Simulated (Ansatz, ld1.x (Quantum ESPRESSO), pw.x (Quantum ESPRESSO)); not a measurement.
## From atom to crystal: PAW potential for hafnium (Hf)

* Element: Hf (Z = 72)
* Generator: ld1.x (Quantum ESPRESSO) 7.5
* Type: PAW
* Functional: PBE
* Relativity: scalar-relativistic
* Frozen core: [Xe] 4f14
* Valence charge: 4
* Reference configuration: 5d2 6s2 6p0
* Partial waves: 6s (bound): rcut 2.20, rcutus 2.85 bohr; 6s channel at 4.85 Ry: rcut 2.20, rcutus 2.85 bohr; 6p (bound, empty): rcut 3.35, rcutus 4.40 bohr; 6p channel at 1.75 Ry: rcut 3.35, rcutus 4.40 bohr; 5d (bound): rcut 1.80, rcutus 1.95 bohr; 5d channel at 2.05 Ry: rcut 1.80, rcutus 1.95 bohr
* Local potential: all-electron potential smoothed inside 3.45 bohr (lloc = -1)
* Core correction: none
* Augmentation charge: PSQ, inside the norm-conserving radii

Crystal test: fcc Hf in pw.x 7.5, no spin, 13³ k-points, Fermi–Dirac smearing 0.01 Ry, cutoffs 40/320 Ry. The reference is all-electron LAPW (Ansatz 0.2.0) with the same functional, mesh and smearing; V0 and B0 come from Birch–Murnaghan fits to the pressures at five volumes. Errors are pseudo minus all-electron; Δ is the rms difference of the E(V) curves that follow from these fits, minima aligned, over ±6 % about the mean V0. Mesh and smearing are coarse, so the numbers serve the comparison and aren't converged zero-temperature values; the lattice is a test structure that the element need not adopt.

| V (Å³/atom) | P all-electron (GPa) | P pseudo (GPa) |
| --- | --- | --- |
| 21.547 | 5.40 | 13.55 |
| 22.114 | 2.43 | 9.82 |
| 22.681 | -0.23 | 6.46 |
| 23.248 | -2.62 | 3.44 |
| 23.815 | -4.76 | 0.71 |

All-electron: a0 = 4.490 Å (V0 = 22.63 Å³/atom), B0 = 101.6 GPa.

Pseudopotential: mean pressure error (GPa): +6.75. The pressure does not cross zero within the volumes sampled, so no fit is given. The largest radius (4.40 bohr) exceeds half the bond length (3.00 bohr), so the spheres overlap, which is one possible source of error among others. This is a poor potential for the solid. Atomic configuration tests: test run stopped at test 6 of 7 (negative rho).

Problem. At the middle volume, how do free energy and pressure move when the wave cutoff is lowered (ecutrho held at 320 Ry)?

Solution.

```json
{"cutoff (Ry)": "18", "shift of F (meV/atom)": "+270.9", "shift of P (GPa)": "-7.72"}
{"cutoff (Ry)": "24", "shift of F (meV/atom)": "+17.4", "shift of P (GPa)": "-0.89"}
{"cutoff (Ry)": "32", "shift of F (meV/atom)": "+3.3", "shift of P (GPa)": "+0.09"}
```

The run at the middle volume (84 k-points, 19 iterations) took about 18 s on one core of a shared host (Intel(R) Xeon(R) Platinum 8488C, 96 threads, 186 GiB, load 33).
